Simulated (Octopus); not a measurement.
The system is RbCl.

```xyz
2
Lattice="0.0000 3.2740 3.2740 3.2740 0.0000 3.2740 3.2740 3.2740 0.0000" Properties=species:S:1:pos:R:3 pbc="T T T"
Rb    0.0000    0.0000    0.0000
Cl    3.2740    3.2740    3.2740
```

```yaml
Program: Octopus 16.4
Task: single point
Functional: PBE
Potentials_or_basis: pseudodojo_pbe (PseudoDojo 0.5, PBE)
Grid_spacing: 0.160 Å
k_mesh: 7 × 7 × 7
Occupations: fermi-dirac, width 0.05 eV
Spin: no spin polarisation
```

On this cell: largest force zero by symmetry; band gap on the k mesh 5.05 eV, direct.

The same run follows on a disturbed copy (atoms moved at random, drawn with an rms of 0.05 Å):

```
Rb Cl
1.0
     0.00000    3.27400    3.27400
     3.27400    0.00000    3.27400
     3.27400    3.27400    0.00000
Rb Cl
1 1
Cartesian
  0.0263 -0.0189 -0.0320
  3.2846 3.2465 3.2184
```

What changes?

The energy moves by -0.1 meV/atom; largest force 0.040 eV/Å; band gap on the k mesh 5.05 eV, direct.

Forces in eV/Å, atoms in the order of the input:
```
Rb  -0.021 -0.011 -0.032
Cl   0.021  0.011  0.032
```

Caveats: an odd mesh through Γ misses points on the zone boundary, where band edges often lie.
